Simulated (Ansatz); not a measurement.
Crystal: CoO.

```xyz
2
Lattice="0.0000 2.1315 2.1315 2.1315 0.0000 2.1315 2.1315 2.1315 0.0000" Properties=species:S:1:pos:R:3 pbc="T T T"
Co    0.0000    0.0000    0.0000
O     2.1315    2.1315    2.1315
```

Base run:

```yaml
Program: Ansatz 0.2.0
Functional: PBE
Potentials_or_basis: Ansatz PAW
Cutoff: "420 eV (not typed: the program's choice for these potentials)"
k_mesh: 11 × 11 × 11
Occupations: fermi-dirac, width 0.05 eV
Spin: no spin polarisation
```

Its results: band gap on the k mesh none (metal or under the smearing width); pressure -19.5 GPa.

The run is repeated on the same cell with these changes: spin from no spin polarisation to collinear spin, random start. What comes out?

Band gap on the k mesh none (metal or under the smearing width); pressure -1.9 GPa; net moment 2.93 μB per cell; site moments Co +2.49; O +0.32 μB.

Caveats: semilocal functionals often make such compounds metallic where correlation or magnetic order opens a gap, which also shifts bond lengths; an odd number of electrons without spin polarisation forces a metal (some runs); a magnetic or distorted state may lie lower (some runs); a cell with one magnetic atom can't hold antiferromagnetic order, which such compounds often take (some runs).
